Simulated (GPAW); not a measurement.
FeO (Wuestite), 2 atoms in the cell. It takes space group R-3m (No. 166, trigonal). Conventional cell: a = 3.038 Å, b = 3.038 Å, c = 7.559 Å, α = 90.00°, β = 90.00°, γ = 120.00°. Fe (site symmetry -3m) is surrounded by 6 O at 2.16 Å. O (site symmetry -3m) has 6 Fe at 2.16 Å as nearest neighbours. 

- Program: GPAW 26.7.0
- Task: single point
- Functional: LDA
- Potentials or basis: PAW data sets generated in the run's folder for this functional
- Cutoff: 800 eV
- Basis: pw
- k mesh: 11 × 11 × 11
- Occupations: fermi-dirac, width 0.05 eV
- Spin: collinear spin, ferromagnetic start
- Starting moments: [3.0, 0.0] μB
- Maxiter: 150

Potentials or basis: PAW data sets generated in the run's folder for this functional, pw.

Run with:

```console
$ gpaw-setup -f LDA Fe O
$ OMP_NUM_THREADS=1 python run.py
```

Hardware: 1 thread of Arm Neoverse V2, with other jobs on the host.

Estimate the wall time of this run.

It took 120 s on 1 thread of Arm Neoverse V2, on a shared host, peak memory 0.26 GiB. Counts: scf iterations 12, plane waves 1046, bands 17, k points 146.
